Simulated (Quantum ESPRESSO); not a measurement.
# MgO (Fm-3m) in Quantum ESPRESSO: notebook

Aim: see how the results for MgO move with the level of theory and the settings. Levels: BLYP, vdW-DF-cx. Tasks: phonons.

Program: Quantum ESPRESSO 7.5. These are calculated values, not measurements. Logs are shortened: lines on timing, memory, paths and dates and some standing lists are left out, and cuts for length are marked.

**Measured values to compare with.**

“Infrared Optical Properties of Ferropericlase (Mg1-xFexO): Experiment and Theory”, 2007, arxiv:0704.2267 reports, for a bulk crystal of MgO at 295 K: high-frequency dielectric constant 2.95 ± 0.1.

The results are compared with them further down.

## 1. Starting point

It takes space group Fm-3m (No. 225, cubic). Conventional cell: a = 4.194 Å, b = 4.194 Å, c = 4.194 Å, α = 90.00°, β = 90.00°, γ = 90.00°. Mg (site symmetry m-3m) is surrounded by 6 O at 2.10 Å. O (site symmetry m-3m) is surrounded by 6 Mg at 2.10 Å.

The cell is a database's computed one.

## 2. Phonons, BLYP

File pw.in:

```
&CONTROL
  calculation = 'scf'
  prefix = 'pwscf'
  outdir = './tmp'
  pseudo_dir = './pseudo'
  tprnfor = .true.
  tstress = .true.
  disk_io = 'low'
/
&SYSTEM
  ibrav = 0
  nat = 2
  ntyp = 2
  ecutwfc = 84
  nbnd = 14
  input_dft = 'blyp'
  occupations = 'smearing'
  smearing = 'fd'
  degauss = 0.00367493
/
&ELECTRONS
  conv_thr = 4d-10
  electron_maxstep = 120
  mixing_beta = 0.5
/
ATOMIC_SPECIES
Mg    24.3050 Mg.upf
O     15.9990 O.upf
CELL_PARAMETERS angstrom
   0.0000000000    2.0970013927    2.0970013927
   2.0970013927    0.0000000000    2.0970013927
   2.0970013927    2.0970013927    0.0000000000
ATOMIC_POSITIONS angstrom
Mg     0.0000000000    0.0000000000    0.0000000000
O      2.0970013927    2.0970013927    2.0970013927
K_POINTS automatic
6 6 6 1 1 1
```

File relax.in:

```
&CONTROL
  calculation = 'vc-relax'
  prefix = 'pwscf'
  outdir = './tmp'
  pseudo_dir = './pseudo'
  tprnfor = .true.
  tstress = .true.
  disk_io = 'low'
  nstep = 40
  forc_conv_thr = 0.0001
  etot_conv_thr = 1d-06
/
&SYSTEM
  ibrav = 0
  nat = 2
  ntyp = 2
  ecutwfc = 84
  nbnd = 14
  input_dft = 'blyp'
  occupations = 'smearing'
  smearing = 'fd'
  degauss = 0.00367493
/
&ELECTRONS
  conv_thr = 4d-10
  electron_maxstep = 120
  mixing_beta = 0.5
/
&IONS
  ion_dynamics = 'bfgs'
/
&CELL
  cell_dynamics = 'bfgs'
  press = 0
  press_conv_thr = 0.2
/
ATOMIC_SPECIES
Mg    24.3050 Mg.upf
O     15.9990 O.upf
CELL_PARAMETERS angstrom
   0.0000000000    2.0970013927    2.0970013927
   2.0970013927    0.0000000000    2.0970013927
   2.0970013927    2.0970013927    0.0000000000
ATOMIC_POSITIONS angstrom
Mg     0.0000000000    0.0000000000    0.0000000000
O      2.0970013927    2.0970013927    2.0970013927
K_POINTS automatic
6 6 6 1 1 1
```

File scf2.in:

```
&CONTROL
  calculation = 'scf'
  prefix = 'pwscf'
  outdir = './tmp'
  pseudo_dir = './pseudo'
  tprnfor = .true.
  tstress = .true.
  disk_io = 'low'
/
&SYSTEM
  ibrav = 0
  nat = 2
  ntyp = 2
  ecutwfc = 84
  nbnd = 14
  input_dft = 'blyp'
  occupations = 'fixed'
/
&ELECTRONS
  conv_thr = 1d-13
  electron_maxstep = 120
  mixing_beta = 0.5
  startingpot = 'file'
  startingwfc = 'file'
/
ATOMIC_SPECIES
Mg    24.3050 Mg.upf
O     15.9990 O.upf
CELL_PARAMETERS angstrom
   0.0000000000    2.1374155366    2.1374155366
   2.1374155366    0.0000000000    2.1374155366
   2.1374155366    2.1374155366    0.0000000000
ATOMIC_POSITIONS angstrom
Mg     0.0000000000    0.0000000000    0.0000000000
O      2.1374155366    2.1374155366    2.1374155366
K_POINTS automatic
6 6 6 1 1 1
```

File ph.in:

```
phonons of MgO
&INPUTPH
  prefix = 'pwscf'
  outdir = './tmp'
  tr2_ph = 1d-18
  fildyn = 'dyn'
  niter_ph = 90
  alpha_mix(1) = 0.7
  epsil = .true.
/
0.0000000000 0.0000000000 0.0000000000
```

File dynmat.in:

```
&INPUT
  fildyn = 'dyn'
  asr = 'crystal'
  lperm = .true.
  filout = 'dynmat.disp'
  fileig = 'dynmat.eig'
/
```

File dynmat_lo.in:

```
&INPUT
  fildyn = 'dyn'
  asr = 'crystal'
  filout = 'dynmat_lo.disp'
  fileig = 'dynmat_lo.eig'
  q(1) = 0
  q(2) = 0
  q(3) = 1
/
```

Potentials or basis: PseudoDojo 0.4.1 SR PBE standard.

The run is started by

```sh
> OMP_NUM_THREADS=1 pw.x -in pw.in > pw.out
> OMP_NUM_THREADS=1 pw.x -in relax.in > relax.out
> OMP_NUM_THREADS=1 pw.x -in scf2.in > scf2.out
> OMP_NUM_THREADS=1 ph.x -in ph.in > ph.out
> OMP_NUM_THREADS=1 dynmat.x -in dynmat.in > dynmat.out
> OMP_NUM_THREADS=1 dynmat.x -in dynmat_lo.in > dynmat_lo.out
```

pw.out:

```text
This program is part of the open-source Quantum ESPRESSO suite
     for quantum simulation of materials; please cite
         "P. Giannozzi et al., J. Phys.:Condens. Matter 21 395502 (2009);
         "P. Giannozzi et al., J. Phys.:Condens. Matter 29 465901 (2017);
         "P. Giannozzi et al., J. Chem. Phys. 152 154105 (2020);
     in publications or presentations arising from this work. More details at

     IMPORTANT: XC functional enforced from input :
     Exchange-correlation= BLYP
                           (   1   3   1   3   0   0   0)
     Any further DFT definition will be discarded
     Please, verify this is what you really want

     Message from routine setup:
     using ibrav=0 with symmetry is DISCOURAGED, use correct ibrav instead

     G-vector sticks info
     --------------------
     sticks:   dense  smooth     PW     G-vecs:    dense   smooth      PW
     Sum         733     733    223                12939    12939    2229

     Using Slab Decomposition

     bravais-lattice index     =            0
     lattice parameter (alat)  =       5.6042  a.u.
     unit-cell volume          =     124.4580 (a.u.)^3
     number of atoms/cell      =            2
     number of atomic types    =            2
     number of electrons       =        16.00
     number of Kohn-Sham states=           14
     kinetic-energy cutoff     =      84.0000  Ry
     charge density cutoff     =     336.0000  Ry
     scf convergence threshold =      4.0E-10
     mixing beta               =       0.5000
     number of iterations used =            8  plain     mixing
     Exchange-correlation= BLYP
                           (   1   3   1   3   0   0   0)

     celldm(1)=   5.604187  celldm(2)=   0.000000  celldm(3)=   0.000000
     celldm(4)=   0.000000  celldm(5)=   0.000000  celldm(6)=   0.000000

     crystal axes: (cart. coord. in units of alat)
               a(1) = (   0.000000   0.707107   0.707107 )
               a(2) = (   0.707107   0.000000   0.707107 )
               a(3) = (   0.707107   0.707107   0.000000 )

     reciprocal axes: (cart. coord. in units 2 pi/alat)
               b(1) = ( -0.707107  0.707107  0.707107 )
               b(2) = (  0.707107 -0.707107  0.707107 )
               b(3) = (  0.707107  0.707107 -0.707107 )

     PseudoPot. # 1 for Mg read from file:
     Mg.upf
     Pseudo is Norm-conserving, Zval = 10.0
     Generated using ONCVPSP code by D. R. Hamann
     Using radial grid of 1510 points,  4 beta functions with:
                l(1) =   0
                l(2) =   0
                l(3) =   1
                l(4) =   1

     PseudoPot. # 2 for O  read from file:
     O.upf
     Pseudo is Norm-conserving + core correction, Zval =  6.0
     Generated using ONCVPSP code by D. R. Hamann
     Using radial grid of  936 points,  5 beta functions with:
                l(1) =   0
                l(2) =   0
                l(3) =   1
                l(4) =   1
                l(5) =   2

     atomic species   valence    mass     pseudopotential
     Mg               10.00    24.30500     Mg( 1.00)
     O                 6.00    15.99900     O ( 1.00)

     48 Sym. Ops., with inversion, found

   Cartesian axes

     site n.     atom                  positions (alat units)
         1        Mg     tau(   1) = (   0.0000000   0.0000000   0.0000000  )
         2        O      tau(   2) = (   0.7071068   0.7071068   0.7071068  )

     number of k points=    28  Fermi-Dirac smearing, width (Ry)=  0.0037
                       cart. coord. in units 2pi/alat
        k(    1) = (   0.0589256   0.0589256   0.0589256), wk =   0.0185185
        k(    2) = (   0.1767767   0.1767767  -0.0589256), wk =   0.0555556
        k(    3) = (   0.2946278   0.2946278  -0.1767767), wk =   0.0555556
        k(    4) = (  -0.2946278  -0.2946278   0.4124790), wk =   0.0555556
        k(    5) = (  -0.1767767  -0.1767767   0.2946278), wk =   0.0555556
        k(    6) = (  -0.0589256  -0.0589256   0.1767767), wk =   0.0555556
[... 20 lines left out ...]
        k(   27) = (   0.2946278   0.2946278   0.2946278), wk =   0.0185185
        k(   28) = (  -0.2946278  -0.2946278   0.8838835), wk =   0.0555556

     Dense  grid:    12939 G-vectors     FFT dimensions: (  36,  36,  36)

     Initial potential from superposition of free atoms

     starting charge      15.9992, renormalised to      16.0000
     Starting wfcs are    9 randomized atomic wfcs +    5 random wfcs

     Self-consistent Calculation

     iteration #  1     ecut=    84.00 Ry     beta= 0.50
     Davidson diagonalization with overlap
     ethr =  1.00E-02,  avg # of iterations =  5.6

     total energy              =    -151.89750993 Ry
     estimated scf accuracy    <       0.43217923 Ry

     iteration #  2     ecut=    84.00 Ry     beta= 0.50
     Davidson diagonalization with overlap
     ethr =  2.70E-03,  avg # of iterations =  2.2

     total energy              =    -152.01772929 Ry
     estimated scf accuracy    <       0.06695140 Ry

     iteration #  3     ecut=    84.00 Ry     beta= 0.50
     Davidson diagonalization with overlap
     ethr =  4.18E-04,  avg # of iterations =  2.1

     total energy              =    -152.02900610 Ry
     estimated scf accuracy    <       0.00339196 Ry

     iteration #  4     ecut=    84.00 Ry     beta= 0.50
     Davidson diagonalization with overlap
     ethr =  2.12E-05,  avg # of iterations =  3.0

     total energy              =    -152.02922074 Ry
     estimated scf accuracy    <       0.00007940 Ry

     iteration #  5     ecut=    84.00 Ry     beta= 0.50
     Davidson diagonalization with overlap
     ethr =  4.96E-07,  avg # of iterations =  2.8

     total energy              =    -152.02923087 Ry
     estimated scf accuracy    <       0.00000286 Ry

     iteration #  6     ecut=    84.00 Ry     beta= 0.50
     Davidson diagonalization with overlap
     ethr =  1.79E-08,  avg # of iterations =  2.0

     total energy              =    -152.02923112 Ry
     estimated scf accuracy    <       0.00000073 Ry

     iteration #  7     ecut=    84.00 Ry     beta= 0.50
     Davidson diagonalization with overlap
     ethr =  4.58E-09,  avg # of iterations =  1.0

     total energy              =    -152.02923118 Ry
     estimated scf accuracy    <       0.00000006 Ry

     iteration #  8     ecut=    84.00 Ry     beta= 0.50
     Davidson diagonalization with overlap
     ethr =  3.93E-10,  avg # of iterations =  2.0

     total energy              =    -152.02923119 Ry
     estimated scf accuracy    <          3.0E-09 Ry

     iteration #  9     ecut=    84.00 Ry     beta= 0.50
     Davidson diagonalization with overlap
     ethr =  1.85E-11,  avg # of iterations =  2.0

     End of self-consistent calculation

          k = 0.0589 0.0589 0.0589 (  1624 PWs)   bands (ev):

   -63.9336 -30.7935 -30.7881 -30.7881  -8.5865   8.1074   8.5112   8.5112
    14.1284  23.8416  24.9212  24.9212  29.8332  29.8332

          k = 0.1768 0.1768-0.0589 (  1604 PWs)   bands (ev):

   -63.9308 -30.8182 -30.7952 -30.7893  -8.2151   6.6118   8.0975   8.3589
    15.6800  21.8816  25.1606  25.7474  27.9036  29.7069

          k = 0.2946 0.2946-0.1768 (  1625 PWs)   bands (ev):

   -63.9264 -30.8584 -30.8002 -30.7942  -7.5719   4.7276   7.7249   8.0322
    17.0489  21.2002  24.6295  25.5559  29.5028  30.7230

          k =-0.2946-0.2946 0.4125 (  1619 PWs)   bands (ev):

   -63.9249 -30.8724 -30.7998 -30.7978  -7.3207   4.1164   7.6810   7.8606
    17.2069  21.4380  24.3562  25.3052  30.4751  31.2186

          k =-0.1768-0.1768 0.2946 (  1609 PWs)   bands (ev):

   -63.9277 -30.8461 -30.7966 -30.7949  -7.7802   5.2723   7.9794   7.9945
    16.7591  21.1310  24.9510  25.6049  28.4283  30.6819

          k =-0.0589-0.0589 0.1768 (  1609 PWs)   bands (ev):

   -63.9321 -30.8051 -30.7918 -30.7905  -8.3932   7.3039   8.3170   8.3463
    15.0421  22.4777  25.2889  25.3026  27.8459  30.3950

          k = 0.2946 0.0589 0.0589 (  1622 PWs)   bands (ev):

   -63.9295 -30.8217 -30.7981 -30.7973  -8.0560   6.3249   7.9839   8.0037
    16.3704  20.9654  25.0887  25.9335  26.4359  31.4414

          k = 0.4125 0.1768-0.0589 (  1620 PWs)   bands (ev):

   -63.9259 -30.8457 -30.8102 -30.8013  -7.5594   5.2516   7.2624   7.7389
    17.9895  20.1865  23.2198  26.3046  27.5265  32.1893

          k =-0.1768-0.4125 0.5303 (  1617 PWs)   bands (ev):

   -63.9236 -30.8607 -30.8180 -30.8041  -7.1998   4.6385   6.6613   7.5833
    18.6364  21.0591  22.2804  25.8609  28.9941  31.7424

          k =-0.0589-0.2946 0.4125 (  1614 PWs)   bands (ev):

   -63.9249 -30.8519 -30.8179 -30.7987  -7.3940   4.9989   6.7549   7.8042
    18.4276  20.7076  22.7978  26.0826  28.8583  30.7210

          k = 0.0589-0.1768 0.2946 (  1615 PWs)   bands (ev):

   -63.9285 -30.8333 -30.8019 -30.7933  -7.9082   5.8371   7.7095   8.1209
    16.7547  21.0096  24.5931  26.1691  27.1844  30.7343

          k = 0.5303 0.0589 0.0589 (  1623 PWs)   bands (ev):

   -63.9238 -30.8522 -30.8141 -30.8118  -7.3251   4.9239   7.2343   7.4085
    18.6062  18.9323  22.2421  27.2781  27.3894  34.3582

          k =-0.0589-0.5303 0.6482 (  1629 PWs)   bands (ev):

   -63.9223 -30.8544 -30.8253 -30.8149  -7.1015   4.8865   6.5430   7.1768
    19.0075  19.7804  21.7039  26.3263  28.2708  34.6787

          k = 0.0589-0.4125 0.5303 (  1619 PWs)   bands (ev):

   -63.9229 -30.8498 -30.8333 -30.8070  -7.1223   5.1393   5.9015   7.4496
    19.4062  21.0200  21.4331  25.8418  28.7952  31.7218

          k = 0.1768-0.2946 0.4125 (  1618 PWs)   bands (ev):

   -63.9249 -30.8639 -30.8068 -30.7986  -7.3576   4.4852   7.2999   7.8208
    17.7278  21.1594  23.5099  25.6562  29.5259  31.3253

          k =-0.6482 0.0589 0.0589 (  1622 PWs)   bands (ev):

   -63.9223 -30.8593 -30.8189 -30.8155  -7.1304   4.6570   7.0393   7.2642
    18.4053  18.9709  21.9888  27.6329  27.6634  34.6956

          k =-0.5303 0.1768-0.0589 (  1628 PWs)   bands (ev):

   -63.9236 -30.8525 -30.8188 -30.8099  -7.2657   4.9545   6.8376   7.3819
    18.9478  19.6951  22.0564  26.4093  27.9826  33.5155

          k =-0.4125 0.0589 0.0589 (  1623 PWs)   bands (ev):

   -63.9265 -30.8388 -30.8060 -30.8054  -7.6643   5.4863   7.5759   7.6727
    17.7082  19.7306  23.3846  26.6452  26.8980  32.8207

          k = 0.1768 0.1768 0.1768 (  1618 PWs)   bands (ev):

   -63.9297 -30.8317 -30.7920 -30.7920  -8.0537   5.9519   8.2213   8.2213
    16.0230  21.5730  25.5464  25.5464  29.0545  29.0545

          k = 0.2946 0.2946 0.0589 (  1615 PWs)   bands (ev):

   -63.9268 -30.8451 -30.8092 -30.7932  -7.6612   5.3037   7.2504   8.0795
    17.4725  20.9251  23.8610  26.2904  28.0268  30.4670

          k =-0.2946-0.2946 0.6482 (  1613 PWs)   bands (ev):

   -63.9238 -30.8534 -30.8266 -30.8006  -7.2326   4.9451   6.2429   7.7402
    18.8907  21.0049  22.0962  26.2749  29.0531  30.6186

          k =-0.1768-0.1768 0.5303 (  1617 PWs)   bands (ev):

   -63.9236 -30.8568 -30.8185 -30.8067  -7.2330   4.8037   6.6791   7.5494
    18.6553  20.5067  22.1467  26.4892  27.7440  33.5362

          k = 0.4125 0.1768 0.1768 (  1614 PWs)   bands (ev):

   -63.9255 -30.8554 -30.8044 -30.8020  -7.4780   4.8548   7.4028   7.7492
    17.7557  20.7123  23.4418  25.9659  28.1590  32.3145

          k =-0.1768-0.4125 0.7660 (  1620 PWs)   bands (ev):

   -63.9233 -30.8518 -30.8263 -30.8077  -7.1833   5.0250   6.3183   7.3745
    19.4459  20.5238  21.7564  25.6129  29.3418  31.2770

          k =-0.0589-0.2946 0.6482 (  1615 PWs)   bands (ev):

   -63.9223 -30.8463 -30.8338 -30.8153  -7.0723   5.2950   5.9635   7.0097
    19.9840  20.7004  21.1572  24.9590  29.6513  31.9742

          k =-0.7660 0.1768 0.1768 (  1628 PWs)   bands (ev):

   -63.9225 -30.8511 -30.8327 -30.8094  -7.1006   5.0516   6.0239   7.4390
    19.0418  20.5567  21.5519  26.9023  27.2995  34.1077

          k = 0.2946 0.2946 0.2946 (  1616 PWs)   bands (ev):

   -63.9257 -30.8695 -30.7959 -30.7959  -7.4381   4.2439   7.9515   7.9515
    16.8488  21.4092  25.2076  25.2076  30.0587  31.0137

          k =-0.2946-0.2946 0.8839 (  1610 PWs)   bands (ev):

   -63.9242 -30.8659 -30.8114 -30.7996  -7.2547   4.3977   7.0137   7.7837
    18.0248  21.2857  23.0181  25.7586  29.7058  31.3989

     the Fermi energy is    10.2883 ev

!    total energy              =    -152.02923120 Ry
     estimated scf accuracy    <          9.2E-11 Ry
     smearing contrib. (-TS)   =      -0.00000000 Ry
     internal energy E=F+TS    =    -152.02923120 Ry

     The total energy is F=E-TS. E is the sum of the following terms:
     one-electron contribution =     -73.76539253 Ry
     hartree contribution      =      41.36677266 Ry
     xc contribution           =     -24.45584564 Ry
     ewald contribution        =     -95.17476569 Ry

     convergence has been achieved in   9 iterations

     Forces acting on atoms (cartesian axes, Ry/au):

     atom    1 type  1   force =     0.00000000    0.00000000   -0.00000000
     atom    2 type  2   force =    -0.00000000   -0.00000000    0.00000000

     Total force =     0.000000     Total SCF correction =     0.000000

     Computing stress (Cartesian axis) and pressure

          total   stress  (Ry/bohr**3)                   (kbar)     P=       96.23
   0.00065415  -0.00000000  -0.00000000           96.23       -0.00       -0.00
  -0.00000000   0.00065415  -0.00000000           -0.00       96.23       -0.00
  -0.00000000  -0.00000000   0.00065415           -0.00       -0.00       96.23

=------------------------------------------------------------------------------=
   JOB DONE.
=------------------------------------------------------------------------------=
```

Wall time 4.6 min (1 thread of Arm Neoverse V1, shared host); peak memory 0.06 GiB.

What came out:

```yaml
Free_energy: -2068.4957 eV
Relaxed_volume: 9.76 Å³/atom
Relaxed_cell: a = 3.023 Å, b = 3.023 Å, c = 3.023 Å, α = 60.00°, β = 60.00°, γ = 60.00°
Space_group_after_relaxing_to_0.05_Å: Fm-3m (No. 225)
Pressure_after_relaxing: 0.2 GPa
Electronic_dielectric_tensor_diagonal: 3.15
Born_charges_mean_of_the_diagonal: Mg +2.01; O -2.01 e
```

Step by step:
| step | energy change (eV) | largest force (eV/Å) | pressure (GPa) | volume (Å³) |
| --- | --- | --- | --- | --- |
| 1 | 0.0000 | 0.0000 | 9.62 | 18.44 |
| 2 | -0.0306 | 0.0000 | 1.33 | 19.36 |
| 3 | -0.0312 | 0.0000 | 0.09 | 19.52 |
| 4 | -0.0312 | 0.0000 | 0.00 | 19.53 |

Final structure:
```yaml
crystal:
  lattice:
    - [0.00000, 2.13742, 2.13742]
    - [2.13742, 0.00000, 2.13742]
    - [2.13742, 2.13742, 0.00000]
  atoms:
    - { symbol: Mg, position: [0.00000, 0.00000, 0.00000] }
    - { symbol: O, position: [0.50000, 0.50000, 0.50000] }
```

Electronic dielectric tensor:
```
3.15 0.00 0.00
0.00 3.15 0.00
0.00 0.00 3.15
```

Born effective charge tensors (e):
atom 1, Mg
```
2.01 0.00 0.00
0.00 2.01 0.00
0.00 0.00 2.01
```
atom 2, O
```
-2.01  0.00  0.00
 0.00 -2.01  0.00
 0.00  0.00 -2.01
```

Caveat: the acoustic modes lie far from zero, so the frequencies are unreliable; the potentials were made for another functional, which shifts forces and pressure.

[end of part 1 of 2]
